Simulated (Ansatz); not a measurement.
The system is ZrC.

```xyz
2
Lattice="0.0000 2.3650 2.3650 2.3650 0.0000 2.3650 2.3650 2.3650 0.0000" Properties=species:S:1:pos:R:3 pbc="T T T"
Zr    2.3650    2.3650    2.3650
C     0.0000    0.0000    0.0000
```

```yaml
Program: Ansatz 0.2.0
Task: relaxation of cell and atoms
Functional: revPBE
Dispersion: D3(BJ)
Potentials_or_basis: all-electron LAPW, scalar-relativistic
Basis_error_allowed: 0.001 eV/atom
k_mesh: 10 × 10 × 10
Occupations: fermi-dirac, width 0.05 eV
Spin: no spin polarisation
```

At the start: volume 13.23 Å³/atom.

Where does the relaxation end?

Over 5 steps the energy falls by 19.1 meV/atom and the volume is 12.63 Å³/atom (-4.5 %); space group Fm-3m (No. 225, to 0.05 Å).

The path:
```
step  energy change (eV)  largest force (eV/Å)  volume (Å³)
   1              0.0000                0.0000        26.46
   2             -0.0032                0.0000        24.20
   3             -0.0380                0.0000        25.34
   4             -0.0382                0.0000        25.27
   5             -0.0382                0.0000        25.27
```

Final structure:
```
Zr C
1.0
     0.00000    2.32902    2.32902
     2.32902    0.00000    2.32902
     2.32902    2.32902    0.00000
Zr C
1 1
Direct
  0.50000 0.50000 0.50000
  0.00000 0.00000 0.00000
```
